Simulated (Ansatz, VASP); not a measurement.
## Two plane-wave programs on NaF

The input POSCAR:

```
NaF
1.0
    0.0000000000      2.3929990000      2.2884505000
    2.3929990000      0.0000000000      2.2884505000
    2.3929990000      2.3929990000      0.0000000000
Na F
1 1
Direct
    0.0000000000      0.0000000000      0.0000000000
    0.5000000000      0.5000000000      0.5000000000
```

INCAR.step1

```
SYSTEM = NaF
  ALGO = Normal
  EDIFF = 1E-4
  ENCUT = 520
  GGA = PE
  ISMEAR = 0
  LASPH = .TRUE.
  LCHARG = .FALSE.
  LREAL = .FALSE.
  LWAVE = .TRUE.
  NBANDS = 14
  NELM = 100
  PREC = Accurate
  SIGMA = 0.05
```

INCAR.step2

```
SYSTEM = NaF
  ALGO = Normal
  EDIFF = 1E-6
  ENCUT = 520
  ISIF = 2
  ISMEAR = 0
  ISTART = 1
  LASPH = .TRUE.
  LCHARG = .TRUE.
  LELF = .TRUE.
  LMIXTAU = .TRUE.
  LREAL = .FALSE.
  LVHAR = .TRUE.
  LWAVE = .FALSE.
  METAGGA = R2SCAN
  NBANDS = 14
  NELM = 100
  PREC = Accurate
  SIGMA = 0.05
```

Contents of KPOINTS:

```
k-points
0
G
  8 8 8
  0 0 0
```

Input for Ansatz:

```yaml
crystal:
  lattice:
    - [0.0, 2.392999, 2.2884505]
    - [2.392999, 0.0, 2.2884505]
    - [2.392999, 2.392999, 0.0]
  atoms:
    - { symbol: Na, position: [0.0, 0.0, 0.0] }
    - { symbol: F, position: [0.5, 0.5, 0.5] }
basis:
  ecutwfc: 500
kpoints:
  mp_grid: { grid: [8, 8, 8] }
hamiltonian:
  xc: r2scan
scf:
  occupations: { method: gaussian, width: 0.05 }
output:
  forces: true
  stress: true
  eigenvalues: true
```

Change from the starting cell: strain +0.030 along x and y, -0.015 along z, atoms carried along.

Alike in both runs: task single point; functional r2SCAN; k mesh 8 × 8 × 8; occupations gaussian, width 0.05 eV; no spin polarisation.

|  | VASP | Ansatz |
| --- | --- | --- |
| version | VASP 6.6.1 | Ansatz 0.2.0 |
| potentials or method | VASP PAW PBE potentials, release 64 (Na_pv, F) | scalar-relativistic, plane waves, PAW |
| plane-wave cutoff (eV) | 520 | 500 |
| valence electrons in the cell | 14 | 16 |

Ansatz gave:

| Property | Result |
| --- | --- |
| gap on the k mesh at the Fermi level (eV) | 6.85 |
| least direct gap on the mesh (eV) | 6.85 |
| pressure (GPa) | -3.3 |
| largest component of the traceless stress (GPa) | 2.02 |

**Question.** Which values does VASP return?

**Answer.** gap on the k mesh at the Fermi level (eV): 6.88; least direct gap on the mesh (eV): 6.88; pressure (GPa): -4.0; largest component of the traceless stress (GPa): 2.02.

The functional is the same, so the differences come from potentials, cutoffs and numerics. The two sets of potentials don't hold the same shells in valence.

Caveats: the PAW data sets were made with another functional, which shifts forces and pressure a little (VASP).
